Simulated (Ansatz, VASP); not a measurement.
**One calculation of SnO2 (Cassiterite), two programs**

INCAR

```
PREC = Accurate
ENCUT = 520
EDIFF = 1E-7
ISMEAR = 0
SIGMA = 0.013000000000000001
LREAL = F
LASPH = T
NELM = 80
ALGO = Normal
ISIF = 2
LWAVE = F
LCHARG = F
GGA = PE
NBANDS = 35
```

KPOINTS

```
Automatic mesh
0
Gamma
  6 6 8
```

Contents of POSCAR:

```
SnO2
1.0
    4.7380000000      0.0000000000      0.0000000000
    0.0000000000      4.7380000000      0.0000000000
    0.0000000000      0.0000000000      3.1865000000
Sn O
2 4
Direct
    0.5000000000      0.5000000000      0.5000000000
    0.0000000000      0.0000000000      0.0000000000
    0.8071000000      0.1929000000      0.5000000000
    0.6929000000      0.6929000000      0.0000000000
    0.1929000000      0.8071000000      0.5000000000
    0.3071000000      0.3071000000      0.0000000000
```

File input.yaml:

```yaml
crystal:
  lattice:
    - [4.738, 0.0, 0.0]
    - [0.0, 4.738, 0.0]
    - [0.0, 0.0, 3.1865]
  atoms:
    - { symbol: Sn, position: [0.5, 0.5, 0.5] }
    - { symbol: Sn, position: [0.0, 0.0, 0.0] }
    - { symbol: O, position: [0.8071, 0.1929, 0.5] }
    - { symbol: O, position: [0.6929, 0.6929, 0.0] }
    - { symbol: O, position: [0.1929, 0.8071, 0.5] }
    - { symbol: O, position: [0.3071, 0.3071, 0.0] }
hamiltonian:
  xc: pbe
  pseudopotentials: { kind: paw }
kpoints:
  mp_grid: { grid: [6, 6, 8] }
scf:
  occupations: { method: gaussian, width: 0.013 }
output:
  forces: true
  stress: true
  eigenvalues: true
  write_density: true
  write_potential: true
  elf: true
  volumetric_format: npy
```

Alike in both runs: task single point; functional PBE; k mesh 6 × 6 × 8; occupations gaussian, width 0.013 eV; no spin polarisation.

```csv
,VASP,Ansatz
version,VASP 6.6.1,Ansatz 0.2.0
potentials or method,"VASP PAW PBE potentials, release 64 (Sn_d, O)",Ansatz PAW
plane-wave cutoff (eV),520,420
valence electrons in the cell,52,52
```

Ansatz gave:

| Quantity | Value |
| --- | --- |
| gap on the k mesh at the Fermi level (eV) | 1.28 |
| least direct gap on the mesh (eV) | 1.28 |
| pressure (GPa) | 11.1 |
| largest component of the traceless stress (GPa) | 1.97 |
| rms of the force components (eV/Å) | 0.130 |

Question: What did VASP give for the same quantities?

Answer: gap on the k mesh at the Fermi level (eV): 1.27; least direct gap on the mesh (eV): 1.27; pressure (GPa): 11.8; largest component of the traceless stress (GPa): 2.20; rms of the force components (eV/Å): 0.139.

Atom by atom the forces differ by 0.009 eV/Å (rms over components).

Caveats: spin-orbit coupling is left out, which moves the levels of the heavy elements; the pressure holds a Pulay correction of +0.8 GPa for the finite cutoff (Ansatz). Expect the measured gap to be larger: semilocal functionals such as PBE lack the derivative discontinuity.
